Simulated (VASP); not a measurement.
Set up this calculation in VASP 6.6.1, as the native input.

```yaml
Task: single point
Functional: PBEsol
Potentials_or_basis: VASP PAW PBE potentials, release 64 (Te)
Cutoff: 520 eV
k_mesh: 18 × 18 × 18
Occupations: gaussian, width 0.15 eV
Spin: no spin polarisation
Dipole_correction: no
Further_INCAR_settings: ALGO = Fast; EDIFF = 1e-06; NBANDS = 9
```

The structure of Te lies in POSCAR:

```
Te
1.0
    2.2687058324      1.3098379230      1.7468592613
   -2.2687058324      1.3098379230      1.7468592613
    0.0000000000     -2.6196758460      1.7468592614
Te
1
Direct
    0.5000000000      0.5000000000      0.5000000000
```

This isn't the form of Te at room conditions, which is trigonal, of chains.

The input as run:

INCAR

```
PREC = Accurate
ENCUT = 520
EDIFF = 1E-6
ISMEAR = 0
SIGMA = 0.15
LREAL = F
LASPH = T
NELM = 100
ALGO = Fast
ISIF = 2
LWAVE = F
LCHARG = F
GGA = PS
NBANDS = 9
```

KPOINTS

```
Automatic mesh
0
Gamma
  18 18 18
```

Potentials or basis: VASP PAW PBE potentials, release 64 (Te).

Run with:

```bash
$ cat potpaw_PBE.64/Te/POTCAR > POTCAR
$ mpirun -np 1 vasp_std > vasp.out
```

It gave:

- Pressure: 0.1 GPa
- Band gap on the k mesh: none (metal or under the smearing width)

Caveat: the PAW data sets were made with another functional, which shifts forces and pressure a little.

Wall time 35 s on 1 thread of Intel(R) Xeon(R) Platinum 8488C (Sapphire Rapids), on a shared host, peak memory 0.26 GiB.
